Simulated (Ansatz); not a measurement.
## Run record: Fe

The cell (2 atoms) is Fe as a measured crystal structure (space group Fm-3m, primitive cell doubled). Source: COD entry 9012709; the sample's temperature and pressure aren't taken into account, and it need not be the stable phase.

Method: DFT, PBE, PAW, plane waves, scalar-relativistic (Ansatz development build ahead of 0.2.0).

Input file:

```yaml
crystal:
  lattice:
    - [0.0, 1.826, 1.826]
    - [1.826, 0.0, 1.826]
    - [3.652, 3.652, 0.0]
  atoms:
    - { symbol: Fe, position: [0.0, 0.0, 0.0], spin: 4.0 }
    - { symbol: Fe, position: [0.0, 0.0, 0.5], spin: 4.0 }
  symmetry: { detect: false, time_reversal: true }
magnetization:
  spin_polarized: true
hamiltonian:
  xc: pbe
  pseudopotentials: { kind: paw }
basis:
  ecutwfc: 420
kpoints:
  mp_grid: { grid: [12, 12, 6] }
scf:
  occupations: { method: fermi_dirac, width: 0.1 }
  lower_state_search: "off"
output:
  forces: true
  stress: true
  write_density: true
  write_potential: true
  elf: true
  volumetric_format: npy
```

Launched as:
```sh
ansatz run input.yaml --threads 2 --pin off --max-ram 5120MiB --backend cpu --events-out ev --progress --plain --runs-dir out
```

Output (shortened):

```
Pseudopotentials: kind: paw
Pseudopotential: Fe, paw, valence charge 16, recommended cutoff 420 eV (normal), Fe.paw.azcp
Functional definition: PBE
Crystal: 2 atoms, lattice volume = 24.354 Å³
Basis set: ecut = 420 eV, 501 PW (Γ), exchange–correlation on 36×36×72 points (8 copies of the dense FFT grid, shifted against one another)
Bands: 24, of which v1, the nominal top of the filled ones, is band 16 counted from 1 (15 counted from 0)
Symmetry: 1 space group operations
k-points: 436 of 864 (time reversal used)
Non-local potential: Fe, projectors of the file, l = 0: 3, l = 1: 2, l = 2: 3, l = 3: 1
Initial density: superposition of atomic densities (chi_scale 0.1, normalization cell)
Starting moments: Σ|m| = 8 μB on 2 of 2 sites
Initial wavefunctions: pseudopotential atomic-orbital guess
Functional: x = pbe(κ = 0.804, μ = 0.2195149727645171), c = pbe(β = 0.06672455060314922)
iter 1 solved again at ethr=1.23e-3 eV; its pass at ethr=3.10e-3 eV (dr2=3.94e-1 eV) is discarded
SCF iter   1: F=—  HF=-8960.204969 eV  |F-HF|=—  |Δ(HF+E_count)|=         —  Δρ=1.06e-1 (↑1.06e-1 ↓6.81e-2)  dr2=3.94e-1  dr2_m=1.62e0  M=5.693 μB ∫|m|=5.796 μB  β_m=0.30  ethr=1.23e-3  ⟨swp⟩=1.0  Hψ=103043  notcnv=0
Mixer restart at iter 1: flushing history
preconditioner: auto → none  [metal: Δε(μ)=0.060 eV  Ē_g=9.960 eV  σ=0.100 eV  W_gap=0.15  n_scr=8 (ndim 8)  ℏωp=30.1 eV  f_vac=0.000  D(μ)=1.89/eV (n_scr^D=28)  sad-step TF]
spin-set hold released at iteration 1 (the charge has settled, or the pull on large starting moments outlasts its swing): the magnetisation degrees of freedom join the quasi-Newton model from the next iteration; the mixer history was flushed
SCF iter   2: F=—  HF=-8960.398054 eV  |F-HF|=—  |Δ(HF+E_count)|=   1.93e-1  Δρ=7.17e-2 (↑7.17e-2 ↓5.47e-2)  dr2=1.01e-1  dr2_m=8.70e-1  M=5.595 μB ∫|m|=5.726 μB  β_m=0.65  ethr=1.23e-3  ⟨swp⟩=2.0  Hψ=26945  notcnv=0
SCF iter   3: F=—  HF=-8960.782556 eV  |F-HF|=—  |Δ(HF+E_count)|=   3.85e-1  Δρ=4.31e-2 (↑4.31e-2 ↓1.22e-2)  dr2=4.43e-1  dr2_m=6.69e-2  M=5.223 μB ∫|m|=5.438 μB  β_m=0.50  ethr=3.15e-4  ⟨swp⟩=2.4  Hψ=42587  notcnv=0  defer=36
SCF iter   4: F=—  HF=-8960.675509 eV  |F-HF|=—  |Δ(HF+E_count)|=   1.07e-1  Δρ=6.70e-3 (↑1.02e-3 ↓6.70e-3)  dr2=4.92e-3  dr2_m=2.76e-3  M=5.176 μB ∫|m|=5.412 μB  β_m=0.75  ethr=3.15e-4  ⟨swp⟩=2.2  Hψ=44866  notcnv=0  defer=558
SCF iter   5: F=—  HF=-8960.680131 eV  |F-HF|=—  |Δ(HF+E_count)|=   4.62e-3  Δρ=3.39e-3 (↑1.34e-3 ↓3.39e-3)  dr2=3.18e-3  dr2_m=2.55e-4  M=5.146 μB ∫|m|=5.379 μB  β_m=0.87  ethr=1.54e-5  ⟨swp⟩=2.1  Hψ=32046  notcnv=0  defer=552
SCF iter   6: F=—  HF=-8960.680316 eV  |F-HF|=—  |Δ(HF+E_count)|=   1.85e-4  Δρ=1.16e-3 (↑9.50e-4 ↓1.16e-3)  dr2=1.03e-3  dr2_m=3.03e-5  M=5.132 μB ∫|m|=5.356 μB  β_m=0.78  ethr=9.94e-6  ⟨swp⟩=1.6  Hψ=25301  notcnv=0  defer=552
SCF iter   7: F=—  HF=-8960.681216 eV  |F-HF|=—  |Δ(HF+E_count)|=   9.00e-4  Δρ=5.49e-3 (↑2.58e-3 ↓5.49e-3)  dr2=2.04e-2  dr2_m=5.26e-4  M=5.131 μB ∫|m|=5.356 μB  β_m=0.44  ethr=3.23e-6  ⟨swp⟩=2.1  Hψ=24824  notcnv=0  defer=552  recentre
SCF iter   8: F=—  HF=-8960.680251 eV  |F-HF|=—  |Δ(HF+E_count)|=   9.65e-4  Δρ=2.25e-4 (↑2.25e-4 ↓1.49e-4)  dr2=9.68e-6  dr2_m=5.51e-6  M=5.132 μB ∫|m|=5.357 μB  β_m=0.72  ethr=3.23e-6  ⟨swp⟩=2.0  Hψ=23994  notcnv=0  defer=552
SCF iter   9: F=—  HF=-8960.680263 eV  |F-HF|=—  |Δ(HF+E_count)|=   1.21e-5  Δρ=5.70e-5 (↑5.70e-5 ↓3.71e-5)  dr2=9.99e-7  dr2_m=1.54e-7  M=5.133 μB ∫|m|=5.356 μB  β_m=0.68  ethr=3.02e-8  ⟨swp⟩=2.3  Hψ=28769  notcnv=0  defer=558
iter 10 met the thresholds in force, and the SCF goes on: an eigenvalue changes by 1.08 meV, over its tolerance of 0.50 meV (output.eigenvalues, Limitations)
SCF iter  10: F=-8960.680263 eV  HF=-8960.680263 eV  |F-HF|=5.96e-8  |Δ(HF+E_count)|=   2.90e-8  Δρ=1.19e-5 (↑8.81e-6 ↓1.19e-5)  dr2=6.67e-8  dr2_m=8.51e-9  M=5.133 μB ∫|m|=5.356 μB  β_m=0.71  ethr=3.13e-10  ⟨swp⟩=8.7  Hψ=130448  notcnv=0
SCF iter  11: F=-8960.680263 eV  HF=-8960.680263 eV  |F-HF|=1.04e-8  |Δ(HF+E_count)|=   1.30e-9  Δρ=4.53e-6 (↑1.59e-6 ↓4.53e-6)  dr2=1.20e-8  dr2_m=1.41e-9  M=5.133 μB ∫|m|=5.356 μB  ethr=2.08e-10  ⟨swp⟩=5.2  Hψ=102252  notcnv=0
SCF 1 converged in 11 iterations: F = -8960.680263 eV  dr2 = 1.20e-8
  greatest PAW one-centre occupation: 1.002 electrons in one spin orbital (limit 2), on the Fe atom at site 0 (counted from 0), in its partial waves of l = 1
SCF converged after 11 iterations
an eigenvalue changed by more than its tolerance at an iteration that met the thresholds in force, so the SCF went on 1 time: the last check found none over its tolerance
Magnetization: 5.1331 μB (18.5665 up, 13.4335 down)
Absolute magnetization: 5.3563 μB (∫|ρ↑−ρ↓|, with the PAW one-centre terms)
Spin contamination: 0.0901 ħ² per cell (⟨S²⟩ above its minimum at these occupations)
Per-site moments (μB) at R_I (Å): [(2.6117, 1.0652), (2.6117, 1.0652)]
Free energy (F): -8960.680263 eV
Harris-Foulkes:  -8960.680263 eV  (|F-HF|=1.04e-8)
Internal energy: -8960.595561 eV  (E = F + TS)
E sigma→0 (E₀):  -8960.637912 eV
Entropy (-TS):   -0.084702 eV (-42.351 meV/atom)
Fermi energy:    17.240039 eV
--- Per-component energies (eV) ---
  E_band       = -465.512661
  E_kinetic    = 696.569951
  E_local      = -4302.250360  (includes V_loc(G=0)·N_el)
  E_nonlocal   = 441.313906
  E_hartree    = 1800.638766
  E_xc         = -234.143044
  E_vxc        = -301.389635  (∫ρ·V_xc dr)
  E_paw        = -2734.791084  (= ΣΔE_a)
  E_vpaw       = -601.035938  (= ΣTr[D̂ρ^β])
  E_aug_tail   = 0.001529  (compensation charges beyond the density's cutoff)
  E_ewald      = -4627.935224
  E_smearing   = -0.084702  (= −TS)
  E_closure    = 0.000000  (closes the sum)
  Σ components = -8960.680263   (vs F -8960.680263, Δ=0.00e0)
--- Forces (eV/Å), atoms counted from 1 ---
  atom   1  Fe    -0.00000005    -0.00000006     0.00000004
  atom   2  Fe     0.00000005     0.00000006    -0.00000005
  max |Σ_I F_I| component: 5.45e-9 eV/Å
--- Stress (GPa, compression-positive) ---
       -2.419475       0.000006      -0.000005
        0.000006      -2.419475      -0.000005
       -0.000005      -0.000005      -2.419474
  P = ⅓ Tr σ = -2.4195 GPa (-24.195 kbar)
--- Band table (eV; the first three rows and the last of 872) ---
  k-point 0 ↑: bands = ["-71.0555", "-71.0013", "-37.2274", "-36.9534", "-36.9534", "-36.9086", "-36.9086", "-36.9086", "8.8347", "12.3955", "14.6579", "14.6579", "14.8239", "14.8239", "14.8239", "15.7828", "15.7828", "16.7058", "16.7058", "17.0101", "23.0873", "37.0904", "38.3406", "40.2132"]
  k-point 1 ↑: bands = ["-71.0518", "-71.0049", "-37.2064", "-36.9504", "-36.9504", "-36.9302", "-36.9116", "-36.9116", "9.0926", "12.3213", "14.7060", "14.7060", "14.7501", "14.8864", "14.8864", "15.7576", "15.7576", "16.1359", "16.5921", "16.5921", "24.4784", "37.3027", "37.7190", "40.2478"]
  k-point 2 ↑: bands = ["-71.0419", "-71.0148", "-37.1487", "-36.9892", "-36.9422", "-36.9422", "-36.9198", "-36.9198", "9.8311", "11.8959", "14.5834", "14.8318", "14.8318", "14.9262", "14.9968", "14.9968", "15.7584", "15.7584", "16.2992", "16.2992", "27.4218", "34.6688", "37.8795", "39.2319"]
  k-point 435 ↓: bands = ["-67.9411", "-67.9411", "-34.2127", "-34.2127", "-34.0571", "-34.0571", "-34.0045", "-34.0045", "14.5759", "14.5759", "15.4701", "15.4701", "16.8269", "16.8269", "18.2770", "18.2770", "19.6143", "19.6143", "21.3081", "21.3081", "26.5463", "26.5463", "31.8682", "31.8682"]
```

Among 11 converged runs of this cell from various starts and settings, this end is the lowest found.

The run took 44 s on 2 threads of Intel(R) Xeon(R) Platinum 8259CL CPU @ 2.50GHz, on a shared host, peak memory 0.74 GiB.
